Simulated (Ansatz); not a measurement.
Crystal: ZnS (Wurtzite-6H).

```
Zn S
1.0
     3.81200    0.00000    0.00000
    -1.90600    3.30129    0.00000
     0.00000    0.00000   18.68999
Zn S
6 6
Cartesian
  0.0000 2.2009 15.5749
  1.9060 1.1004 6.2299
  1.9060 1.1004 12.4601
  0.0000 2.2009 3.1151
  0.0000 0.0000 9.3450
  0.0000 0.0000 0.0000
  0.0000 2.2009 17.9112
  1.9060 1.1004 8.5662
  1.9060 1.1004 14.7963
  0.0000 2.2009 5.4513
  0.0000 0.0000 11.6812
  0.0000 0.0000 2.3362
```

```yaml
Program: Ansatz 0.2.0
Task: relaxation of cell and atoms
Functional: PBE
Potentials_or_basis: Ansatz PAW
Cutoff: "420 eV (not typed: the program's choice for these potentials)"
k_mesh: 8 × 8 × 2
Occupations: fermi-dirac, width 0.05 eV
Spin: no spin polarisation
```

At the start: volume 19.60 Å³/atom.

Problem. Where does the relaxation end?

Solution. It ends after 4 steps and the volume is 20.16 Å³/atom (+2.8 %); space group P6_3mc (No. 186, to 0.05 Å).

Step by step:
| step | energy change (eV) | largest force (eV/Å) | volume (Å³) |
| --- | --- | --- | --- |
| 1 | 0.0000 | 0.0298 | 235.20 |
| 2 | -0.0353 | 0.0069 | 239.23 |
| 3 | -0.0414 | 0.0022 | 241.90 |
| 4 | -0.0442 | 0.0022 | 241.90 |

Final structure:
```cif
data_structure
_symmetry_space_group_name_H-M 'P 1'
_symmetry_Int_Tables_number 1
_cell_length_a 3.8471
_cell_length_b 3.8471
_cell_length_c 18.8728
_cell_angle_alpha 90.000
_cell_angle_beta 90.000
_cell_angle_gamma 120.000
_cell_volume 241.90
loop_
_atom_site_label
_atom_site_type_symbol
_atom_site_fract_x
_atom_site_fract_y
_atom_site_fract_z
_atom_site_occupancy
Zn1 Zn 0.33333 0.66667 0.83327 1
Zn2 Zn 0.66667 0.33333 0.33327 1
Zn3 Zn 0.66667 0.33333 0.66679 1
Zn4 Zn 0.33333 0.66667 0.16679 1
Zn5 Zn 0.00000 0.00000 0.50003 1
Zn6 Zn 0.00000 0.00000 0.00003 1
S1 S 0.33333 0.66667 0.95815 1
S2 S 0.66667 0.33333 0.45815 1
S3 S 0.66667 0.33333 0.79164 1
S4 S 0.33333 0.66667 0.29164 1
S5 S 0.00000 0.00000 0.62511 1
S6 S 0.00000 0.00000 0.12511 1
```

Caveat: the plane-wave basis is chosen anew once the cell has moved, so the energies of steps on either side of that aren't comparable.
